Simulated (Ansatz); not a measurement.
The system is HgSe.

```
Hg Se
1.0
     0.00000    3.03900    3.03900
     3.03900    0.00000    3.03900
     3.03900    3.03900    0.00000
Hg Se
1 1
Direct
  0.00000 0.00000 0.00000
  0.75000 0.75000 0.75000
```

- Program: Ansatz 0.2.0
- Task: relaxation of cell and atoms
- Functional: revPBE
- Dispersion: D3(BJ)
- Potentials or basis: Ansatz PAW
- Cutoff: 420 eV (not typed: the program's choice for these potentials)
- k mesh: 6 × 6 × 6
- Occupations: fermi-dirac, width 0.05 eV
- Spin: spin-orbit coupling, no magnetisation

At the start: volume 28.07 Å³/atom.

Task: Where does the relaxation end?

Result: It ends after 4 steps and the volume is 28.77 Å³/atom (+2.5 %); space group F-43m (No. 216, to 0.05 Å).

Step by step:
```csv
step,energy change (eV),largest force (eV/Å),volume (Å³)
1,0.0000,0.0000,56.13
2,-0.0048,0.0000,57.93
3,-0.0053,0.0000,57.54
4,-0.0055,0.0000,57.54
```

Final structure:
```
Hg Se
1.0
     0.00000    3.06423    3.06423
     3.06423    0.00000    3.06423
     3.06423    3.06423    0.00000
Hg Se
1 1
Direct
  0.00000 0.00000 0.00000
  0.75000 0.75000 0.75000
```

Caveat: the plane-wave basis is chosen anew once the cell has moved, so the energies of steps on either side of that aren't comparable; the PAW data sets come from PBE, with cores solved anew for the run's functional, which leaves a small shift of forces and pressure.
